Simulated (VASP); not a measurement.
Write the native input for VASP 6.6.1 that does the following.

```yaml
Task: relaxation of the atoms
Functional: PBE
Dispersion: D3(BJ)
Potentials_or_basis: VASP PAW PBE potentials, release 64 (Cd, Te)
Cutoff: 600 eV
k_mesh: 8 × 8 × 8
Occupations: gaussian, width 0.03 eV
Spin: no spin polarisation
Further_INCAR_settings: ALGO = Fast; EDIFF = 1e-07; IBRION = 2; EDIFFG = -0.01; NSW = 40
```

The structure of CdTe lies in POSCAR:

```
CdTe                                    
1.0
    0.0000000000      3.2823593556      3.2823593556
    3.2823593556      0.0000000000      3.2823593556
    3.2823593556      3.2823593556      0.0000000000
  Cd              Te            
     1     1
Direct
     0.0000000000000000    0.0000000000000000    0.0000000000000000
     0.2500000000000000    0.2500000000000000    0.2500000000000000
```

The cell isn't the ideal one: a relaxed cell with its volume scaled by 1.02.

One way to write it, as run:

INCAR

```
PREC = Accurate ; ENCUT = 600
EDIFF = 1E-7 ; ISMEAR = 0
SIGMA = 0.03 ; LREAL = False
LASPH = True ; NELM = 80
ALGO = Fast ; ISIF = 2
LWAVE = False ; LCHARG = False
GGA = PE ; IVDW = 12
IBRION = 2 ; NSW = 40
EDIFFG = -0.01
```

KPOINTS

```
Automatic mesh
0
Gamma
  8 8 8
```

Potentials or basis: VASP PAW PBE potentials, release 64 (Cd, Te).

The run is started by

```console
$ cat potpaw_PBE.64/Cd/POTCAR potpaw_PBE.64/Te/POTCAR > POTCAR
$ mpirun -np 1 vasp_std > vasp.out
```

It gave:

```yaml
Pressure_after_relaxing: -0.8 GPa
Band_gap_on_the_k_mesh: 0.65 eV, direct
Dispersion_energy_per_atom: -0.327 eV
```

Caveat: the relaxation stopped at its first step, so nothing moved; spin-orbit coupling is left out, which moves the levels of the heavy elements.

Run time: 17 s on 1 thread of Intel(R) Xeon(R) 6975P-C (Granite Rapids), with other jobs on the host, peak memory 0.25 GiB.
